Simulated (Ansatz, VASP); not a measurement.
# InP: VASP beside Ansatz

File INCAR:

```
PREC = Accurate
ENCUT = 520
EDIFF = 1E-7
ISMEAR = 0
SIGMA = 0.02
LREAL = F
LASPH = T
NELM = 80
ALGO = Normal
ISIF = 2
LWAVE = F
LCHARG = F
GGA = CA
NBANDS = 16
```

KPOINTS

```
Automatic mesh
0
Gamma
  10 10 10
```

POSCAR

```
InP
1.0
    0.0000000000      2.9390910317      2.9390910317
    2.9390910317      0.0000000000      2.9390910317
    2.9390910317      2.9390910317      0.0000000000
In P
1 1
Direct
    0.0000000000      0.0000000000      0.0000000000
    0.2500000000      0.2500000000      0.2500000000
```

Input for Ansatz:

```yaml
crystal:
  lattice:
    - [0.0, 2.9390910317, 2.9390910317]
    - [2.9390910317, 0.0, 2.9390910317]
    - [2.9390910317, 2.9390910317, 0.0]
  atoms:
    - { symbol: In, position: [0.0, 0.0, 0.0] }
    - { symbol: P, position: [0.25, 0.25, 0.25] }
basis:
  ecutwfc: 420
kpoints:
  mp_grid: { grid: [10, 10, 10] }
  band_path:
    path:
      - [0.0, 0.0, 0.0]
      - [-0.5, -0.5, 0.0]
      - [-0.375, -0.375, 0.25]
      - [-0.375, 0.0, 0.375]
      - [0.0, 0.0, 0.5]
      - [-0.5, -0.25, 0.25]
    npoints: 1
hamiltonian:
  xc: lda
scf:
  occupations: { method: gaussian, width: 0.02 }
  n_extra_bands: 4
output:
  forces: true
  stress: true
  eigenvalues: true
```

Alike in both runs: task single point; functional LDA; k mesh 10 × 10 × 10; occupations gaussian, width 0.02 eV; no spin polarisation.

```csv
,VASP,Ansatz
version,VASP 6.6.1,Ansatz 0.2.0
potentials or method,"VASP PAW LDA potentials, release 64 (In_d, P)","scalar-relativistic, plane waves, PAW"
plane-wave cutoff (eV),520,420
valence electrons in the cell,18,18
```

|  | VASP | Ansatz | Ansatz less VASP |
| --- | --- | --- | --- |
| gap on the k mesh at the Fermi level (eV) | 0.46 | 0.43 | -0.029 |
| least direct gap on the mesh (eV) | 0.46 | 0.43 | -0.029 |
| pressure (GPa) | -1.7 | -1.8 | -0.01 |

Caveats: spin-orbit coupling is left out, which moves the levels of the heavy elements.
